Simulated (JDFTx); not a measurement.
# Sn (Immm) in JDFTx: equation of state

How stiff is Sn in PBEsol, and what volume does it want? The cell is scaled to several volumes.

Program: JDFTx 1.7.0 (patched build). These are calculated values, not measurements. Logs are shortened: lines on timing, memory, paths and dates and some standing lists are left out, and cuts for length are marked. The log counts tension as positive stress, the text compression.

## Step 1: The crystal as given

Symmetry: Immm, No. 71, orthorhombic system. The conventional cell has a = 3.453 Å, b = 3.551 Å, c = 4.677 Å, α = 90.00°, β = 90.00°, γ = 90.00°. Sn (site symmetry mmm) is surrounded by 12 Sn at 3.41 to 3.55 Å.

This isn't the form of Sn at room conditions, which is tetragonal (white tin).

## Step 2: Equation of state, PBEsol, 26.95 Å³/atom (volume scaled by 0.94)

The input, Sn.in:

```
lattice \
   -3.1960817393     3.1960817393     3.1960817393 \
    3.2868028720    -3.2868028720     3.2868028720 \
    4.3286205328     4.3286205328    -4.3286205328
coords-type Lattice
ion Sn     0.0000000000     0.0000000000     0.0000000000 1

ion-species pseudo/Sn.upf
elec-cutoff 36
elec-ex-corr gga-PBEsol
kpoint-folding 11 11 11
elec-smearing Fermi 0.0018374661
elec-n-bands 13
electronic-SCF nIterations 100 energyDiffThreshold 1e-09
electronic-minimize nIterations 30 energyDiffThreshold 1e-7
forces-output-coords Cartesian

dump-name run.$VAR
dump End Ecomponents EigStats BandEigs Kpoints Forces Stress
```

Potentials or basis: PseudoDojo-SR-PBEsol-0.4.1-standard with smoothed tails.

Launch:

```console
$ jdftx -c 1 -i Sn.in -o Sn.out
```

The log of the run:

```text
*************** JDFTx 1.7.0 (patched build) ***************

Input parsed successfully to the following command list (including defaults):
[... the input with its defaults ...]

---------- Setting up symmetries ----------

Found 8 point-group symmetries of the bravais lattice
Found 8 space-group symmetries with basis
Applied RMS atom displacement 0 bohrs to make symmetries exact.

---------- Initializing the Grid ----------
R =
[     -3.19608      3.19608      3.19608  ]
[       3.2868      -3.2868       3.2868  ]
[      4.32862      4.32862     -4.32862  ]
unit cell volume = 181.887
G =
[ 1.15246e-17    0.95582   0.725772  ]
[   0.982951 6.70283e-18   0.725772  ]
[   0.982951    0.95582 -2.9504e-17  ]
Minimum fftbox size, Smin = [  36  36  36  ]
Chosen fftbox size, S = [  36  36  36  ]

---------- Exchange Correlation functional ----------
Initalized PBEsol GGA exchange.
Initalized PBEsol GGA correlation.

---------- Setting up pseudopotentials ----------
Width of ionic core gaussian charges (only for fluid interactions / plotting) set to 0

Reading pseudopotential file 'pseudo/Sn.upf':
  'Sn' pseudopotential, 'PBESOL' functional
  Generated using ONCVPSP code by D. R. Hamann
  14 valence electrons, 3 orbitals, 6 projectors, 1001 radial grid points, with lMax = 2
    4D    l: 2   occupation: 10.0   eigenvalue: -0.947846
    5S    l: 0   occupation:  2.0   eigenvalue: -0.389375
    5P    l: 1   occupation:  2.0   eigenvalue: -0.136297
  Core radius for overlap checks: 2.33 bohrs.

Initialized 1 species with 1 total atoms.

Folded 1 k-points by 11x11x11 to 1331 k-points.

---------- Setting up k-points, bands, fillings ----------
Reduced to 216 k-points under symmetry.
Computing the number of bands and number of electrons
Calculating initial fillings.
nElectrons:  14.000000   nBands: 13   nStates: 216

----- Setting up reduced wavefunction bases (one per k-point) -----
average nbasis = 1876.489 , ideal nbasis = 1876.501

---------- Setting up ewald sum ----------
Optimum gaussian width for ewald sums = 2.235098 bohr.
Real space sum over 2197 unit cells with max indices [  6  6  6  ]
Reciprocal space sum over 2197 terms with max indices [  6  6  6  ]

---------- Allocating electronic variables ----------
Initializing wave functions:  linear combination of atomic orbitals
Note: number of bands (13) exceeds available atomic orbitals (9)
Sn pseudo-atom occupations:   s ( 2 )  p ( 2 )  d ( 10 )
	FillingsUpdate:  mu: +0.419531401  nElectrons: 14.000000
LCAOMinimize: Iter:   0  F: -67.7015229069436799  |grad|_K:  6.354e-05  alpha:  1.000e+00
	FillingsUpdate:  mu: +0.419798333  nElectrons: 14.000000
LCAOMinimize: Iter:   1  F: -67.7015842683073430  |grad|_K:  5.724e-07  alpha:  8.351e-01  linmin: -4.445e-02  cgtest:  5.128e-01
LCAOMinimize: Encountered beta<0, resetting CG.
	FillingsUpdate:  mu: +0.419800240  nElectrons: 14.000000
LCAOMinimize: Iter:   2  F: -67.7015842737410480  |grad|_K:  4.232e-08  alpha:  9.087e-01  linmin: -1.356e-04  cgtest:  7.912e-04
	FillingsUpdate:  mu: +0.419800201  nElectrons: 14.000000
LCAOMinimize: Iter:   3  F: -67.7015842737715730  |grad|_K:  1.085e-09  alpha:  9.258e-01  linmin:  2.324e-02  cgtest: -2.789e-01
LCAOMinimize: Converged (|Delta F|<1.000000e-06 for 2 iters).

-------- Electronic minimization -----------
Will mix electronic density at each iteration.
	FillingsUpdate:  mu: +0.419800201  nElectrons: 14.000000
	FillingsUpdate:  mu: +0.410473248  nElectrons: 14.000000
SCF: Cycle:  0   F: -67.713830494329898   dF: -1.225e-02   |Residual|: 5.480e-03   |deigs|: 3.092e-01
	FillingsUpdate:  mu: +0.410311578  nElectrons: 14.000000
SCF: Cycle:  1   F: -67.713891347316633   dF: -6.085e-05   |Residual|: 3.165e-03   |deigs|: 4.615e-03
	FillingsUpdate:  mu: +0.410202876  nElectrons: 14.000000
SCF: Cycle:  2   F: -67.713895405355430   dF: -4.058e-06   |Residual|: 4.639e-04   |deigs|: 9.061e-04
	FillingsUpdate:  mu: +0.410217569  nElectrons: 14.000000
SCF: Cycle:  3   F: -67.713895802217749   dF: -3.969e-07   |Residual|: 9.881e-05   |deigs|: 2.645e-04
	FillingsUpdate:  mu: +0.410224116  nElectrons: 14.000000
SCF: Cycle:  4   F: -67.713895918773616   dF: -1.166e-07   |Residual|: 5.367e-05   |deigs|: 2.911e-04
	FillingsUpdate:  mu: +0.410227802  nElectrons: 14.000000
SCF: Cycle:  5   F: -67.713895934079318   dF: -1.531e-08   |Residual|: 2.517e-05   |deigs|: 1.554e-04
	FillingsUpdate:  mu: +0.410227583  nElectrons: 14.000000
SCF: Cycle:  6   F: -67.713895940581054   dF: -6.502e-09   |Residual|: 2.504e-06   |deigs|: 2.322e-04
	FillingsUpdate:  mu: +0.410227731  nElectrons: 14.000000
SCF: Cycle:  7   F: -67.713895941178066   dF: -5.970e-10   |Residual|: 8.496e-07   |deigs|: 8.910e-05
	FillingsUpdate:  mu: +0.410227718  nElectrons: 14.000000
SCF: Cycle:  8   F: -67.713895941455746   dF: -2.777e-10   |Residual|: 3.053e-07   |deigs|: 1.207e-04
SCF: Converged (|Delta E|<1.000000e-09 for 2 iters).

Setting wave functions to eigenvectors of Hamiltonian

# Stress tensor in Cartesian coordinates [Eh/a0^3]:
[  -1.8533e-06            0            0  ]
[            0  6.06657e-05            0  ]
[            0            0  1.40326e-05  ]

# Ionic positions in lattice coordinates:
ion Sn   0.000000000000000   0.000000000000000   0.000000000000000 1

# Forces in Cartesian coordinates:
force Sn  -0.000000000000000   0.000000000000000  -0.000000000000000 1

# Energy components:
   Eewald =      -49.9521282386054182
       EH =       16.5979791354755406
     Eloc =      -48.1767232879001313
      Enl =      -22.1716160721927764
      Exc =      -21.8094687062398940
 Exc_core =       10.9159581433216424
       KE =       46.8822453065198061
-------------------------------------
     Etot =      -67.7137537196212378
       TS =        0.0001422218345045
-------------------------------------
        F =      -67.7138959414557462

IonicMinimize: Iter:   0  F: -67.713895941455746  |grad|_K:  0.000e+00
IonicMinimize: Converged (|grad|_K<1.000000e-04).

#--- Lowdin population analysis ---
# oxidation-state Sn +0.032

Dumping 'run.eigStats' ...
	eMin: -0.382343 at state 5 ( [ +0.000000 +0.000000 +0.454545 ] spin 0 )
	HOMO: +0.409430 at state 70 ( [ +0.090909 +0.181818 +0.454545 ] spin 0 )
	mu  : +0.410228
	LUMO: +0.412526 at state 104 ( [ +0.090909 -0.454545 -0.272727 ] spin 0 )
	eMax: +1.206036 at state 213 ( [ +0.454545 +0.454545 -0.454545 ] spin 0 )
	HOMO-LUMO gap: +0.003097
	Optical gap  : +0.023617 at state 142 ( [ +0.181818 +0.181818 +0.272727 ] spin 0 )
Done!
```

Run time: 68 s. Hardware: 1 thread of Intel Xeon 6975P-C (Granite Rapids), shared host; peak memory 0.24 GiB.

Results:

| Item | Value |
| --- | --- |
| Free energy | -1842.5890 eV |
| Pressure | -0.7 GPa |
| Band gap on the k mesh | none (metal or under the smearing width) |

## Step 3: Equation of state, PBEsol, 27.53 Å³/atom (volume scaled by 0.96)

The input, Sn.in:

```
lattice \
   -3.2185900986     3.2185900986     3.2185900986 \
    3.3099501337    -3.3099501337     3.3099501337 \
    4.3591047804     4.3591047804    -4.3591047804
coords-type Lattice
ion Sn     0.0000000000     0.0000000000     0.0000000000 1

ion-species pseudo/Sn.upf
elec-cutoff 36
elec-ex-corr gga-PBEsol
kpoint-folding 11 11 11
elec-smearing Fermi 0.0018374661
elec-n-bands 13
electronic-SCF nIterations 100 energyDiffThreshold 1e-09
electronic-minimize nIterations 30 energyDiffThreshold 1e-7
forces-output-coords Cartesian

dump-name run.$VAR
dump End Ecomponents EigStats BandEigs Kpoints Forces Stress ElecDensity Dtot KEdensity
```

Potentials or basis: PseudoDojo-SR-PBEsol-0.4.1-standard with smoothed tails.

Launch:

```console
$ jdftx -c 1 -i Sn.in -o Sn.out
```

It took 71 s on 1 thread of Intel Xeon 6975P-C (Granite Rapids), shared host; peak memory 0.24 GiB.

Results (log left out):

```
Free energy            : -1842.5845 eV
Pressure               : -1.8 GPa
Band gap on the k mesh : none (metal or under the smearing width)
```

## Step 4: Equation of state, PBEsol, 28.10 Å³/atom (volume scaled by 0.98)

Sn.in, as its differences from that of step 3:

```diff
@@ -1,5 +1,5 @@
 lattice \
-   -3.2185900986     3.2185900986     3.2185900986 \
-    3.3099501337    -3.3099501337     3.3099501337 \
-    4.3591047804     4.3591047804    -4.3591047804
+   -3.2407879732     3.2407879732     3.2407879732 \
+    3.3327780973    -3.3327780973     3.3327780973 \
+    4.3891685221     4.3891685221    -4.3891685221
 coords-type Lattice
```

Launch:

```console
$ jdftx -c 1 -i Sn.in -o Sn.out
```

Wall time 70 s (1 thread of Intel Xeon 6975P-C (Granite Rapids), shared host); peak memory 0.25 GiB.

Results (log left out):

- Free energy: -1842.5765 eV
- Pressure: -2.7 GPa
- Band gap on the k mesh: none (metal or under the smearing width)

## Step 5: Equation of state, PBEsol, 28.67 Å³/atom

Sn.in, as its differences from that of step 4:

```diff
@@ -1,5 +1,5 @@
 lattice \
-   -3.2407879732     3.2407879732     3.2407879732 \
-    3.3327780973    -3.3327780973     3.3327780973 \
-    4.3891685221     4.3891685221    -4.3891685221
+   -3.2626858535     3.2626858535     3.2626858535 \
+    3.3552975514    -3.3552975514     3.3552975514 \
+    4.4188259657     4.4188259657    -4.4188259657
 coords-type Lattice
```

Potentials or basis: PseudoDojo-SR-PBEsol-0.4.1-standard with smoothed tails.

Launch:

```console
$ jdftx -c 1 -i Sn.in -o Sn.out
```

The log of the run:

```text
*************** JDFTx 1.7.0 (patched build) ***************

Input parsed successfully to the following command list (including defaults):
[... the input with its defaults ...]

---------- Setting up symmetries ----------

Found 8 point-group symmetries of the bravais lattice
Found 8 space-group symmetries with basis
Applied RMS atom displacement 0 bohrs to make symmetries exact.

---------- Initializing the Grid ----------
R =
[     -3.26269      3.26269      3.26269  ]
[       3.3553      -3.3553       3.3553  ]
[      4.41883      4.41883     -4.41883  ]
unit cell volume = 193.497
G =
[ 1.89014e-17   0.936308   0.710956  ]
[   0.962885 3.9396e-19   0.710956  ]
[   0.962885   0.936308 -1.83826e-17  ]
Minimum fftbox size, Smin = [  36  36  36  ]
Chosen fftbox size, S = [  36  36  36  ]

---------- Exchange Correlation functional ----------
Initalized PBEsol GGA exchange.
Initalized PBEsol GGA correlation.

---------- Setting up pseudopotentials ----------
Width of ionic core gaussian charges (only for fluid interactions / plotting) set to 0
[... 63 lines left out ...]
	FillingsUpdate:  mu: +0.377184326  nElectrons: 14.000000
SCF: Cycle:  8   F: -67.713024794843818   dF: -3.019e-10   |Residual|: 1.655e-07   |deigs|: 1.014e-04
SCF: Converged (|Delta E|<1.000000e-09 for 2 iters).

Setting wave functions to eigenvectors of Hamiltonian

# Stress tensor in Cartesian coordinates [Eh/a0^3]:
[  9.94428e-05            0            0  ]
[            0  0.000155124            0  ]
[            0            0  0.000108469  ]

# Ionic positions in lattice coordinates:
ion Sn   0.000000000000000   0.000000000000000   0.000000000000000 1

# Forces in Cartesian coordinates:
force Sn   0.000000000000000  -0.000000000000000  -0.000000000000000 1

# Energy components:
   Eewald =      -48.9324109239531779
       EH =       17.1659302288138953
     Eloc =      -49.7479638862453584
      Enl =      -22.1817207598397736
      Exc =      -21.7921308029881580
 Exc_core =       10.9159590836572775
       KE =       46.8594409230792550
-------------------------------------
     Etot =      -67.7128961374760365
       TS =        0.0001286573677759
-------------------------------------
        F =      -67.7130247948438182

IonicMinimize: Iter:   0  F: -67.713024794843818  |grad|_K:  0.000e+00
IonicMinimize: Converged (|grad|_K<1.000000e-04).

#--- Lowdin population analysis ---
# oxidation-state Sn +0.030

Dumping 'run.eigStats' ...
	eMin: -0.414323 at state 5 ( [ +0.000000 +0.000000 +0.454545 ] spin 0 )
	HOMO: +0.376813 at state 141 ( [ +0.181818 +0.181818 +0.181818 ] spin 0 )
	mu  : +0.377184
	LUMO: +0.377682 at state 19 ( [ +0.000000 +0.181818 +0.181818 ] spin 0 )
	eMax: +1.138037 at state 213 ( [ +0.454545 +0.454545 -0.454545 ] spin 0 )
	HOMO-LUMO gap: +0.000869
	Optical gap  : +0.023069 at state 142 ( [ +0.181818 +0.181818 +0.272727 ] spin 0 )
Done!
```

Wall time 71 s (1 thread of Intel Xeon 6975P-C (Granite Rapids), shared host); peak memory 0.26 GiB.

What came out:

| Quantity | Value |
| --- | --- |
| Free energy | -1842.5653 eV |
| Pressure | -3.6 GPa |
| Band gap on the k mesh | none (metal or under the smearing width) |

## Step 6: Equation of state, PBEsol, 29.25 Å³/atom (volume scaled by 1.02)

Sn.in, as its differences from that of step 5:

```diff
@@ -1,5 +1,5 @@
 lattice \
-   -3.2626858535     3.2626858535     3.2626858535 \
-    3.3552975514    -3.3552975514     3.3552975514 \
-    4.4188259657     4.4188259657    -4.4188259657
+   -3.2842936742     3.2842936742     3.2842936742 \
+    3.3775187126    -3.3775187126     3.3775187126 \
+    4.4480905666     4.4480905666    -4.4480905666
 coords-type Lattice
```

Potentials or basis: PseudoDojo-SR-PBEsol-0.4.1-standard with smoothed tails.

Launch:

```console
$ jdftx -c 1 -i Sn.in -o Sn.out
```

Wall time 72 s (1 thread of Intel Xeon 6975P-C (Granite Rapids), shared host); peak memory 0.26 GiB.

It converged, with:

| Item | Value |
| --- | --- |
| Free energy | -1842.5513 eV |
| Pressure | -4.3 GPa |
| Band gap on the k mesh | none (metal or under the smearing width) |

## Step 7: Equation of state, PBEsol, 29.82 Å³/atom (volume scaled by 1.04)

Sn.in, as its differences from that of step 6:

```diff
@@ -1,5 +1,5 @@
 lattice \
-   -3.2842936742     3.2842936742     3.2842936742 \
-    3.3775187126    -3.3775187126     3.3775187126 \
-    4.4480905666     4.4480905666    -4.4480905666
+   -3.3056208541     3.3056208541     3.3056208541 \
+    3.3994512669    -3.3994512669     3.3994512669 \
+    4.4769750809     4.4769750809    -4.4769750809
 coords-type Lattice
```

Launch:

```console
$ jdftx -c 1 -i Sn.in -o Sn.out
```

It took 73 s on 1 thread of Intel Xeon 6975P-C (Granite Rapids), shared host; peak memory 0.26 GiB.

The run converged. Its results:

- Free energy: -1842.5348 eV
- Pressure: -4.9 GPa
- Band gap on the k mesh: none (metal or under the smearing width)

## Step 8: Equation of state, PBEsol, 30.39 Å³/atom (volume scaled by 1.06)

Sn.in, as its differences from that of step 7:

```diff
@@ -1,5 +1,5 @@
 lattice \
-   -3.3056208541     3.3056208541     3.3056208541 \
-    3.3994512669    -3.3994512669     3.3994512669 \
-    4.4769750809     4.4769750809    -4.4769750809
+   -3.3266763317     3.3266763317     3.3266763317 \
+    3.4211044064    -3.4211044064     3.4211044064 \
+    4.5054916147     4.5054916147    -4.5054916147
 coords-type Lattice
```

Launch:

```console
$ jdftx -c 1 -i Sn.in -o Sn.out
```

Wall time 73 s (1 thread of Intel Xeon 6975P-C (Granite Rapids), shared host); peak memory 0.26 GiB.

It converged, with:

- Free energy: -1842.5161 eV
- Pressure: -5.5 GPa
- Band gap on the k mesh: none (metal or under the smearing width)

## Step 9: Equation of state, PBEsol

Potentials or basis: PseudoDojo-SR-PBEsol-0.4.1-standard with smoothed tails.

No new run: the results of the series are fitted here.

Results:

- Equilibrium volume: 26.61 Å³/atom (rough: see the caveat)
- Bulk modulus at fixed shape and positions: 57 GPa (rough)

Energy against volume, from the lowest point:
```tsv
volume (Å³/atom)	energy (meV/atom)
26.953	0.00
27.526	4.44
28.100	12.48
28.673	23.71
29.247	37.72
29.820	54.22
30.394	72.90
```

Caveat: the minimum lies outside the volumes run; the cell was scaled at fixed shape and fractional positions, which overstates the stiffness of a crystal with free parameters, most of all of layers and chains.
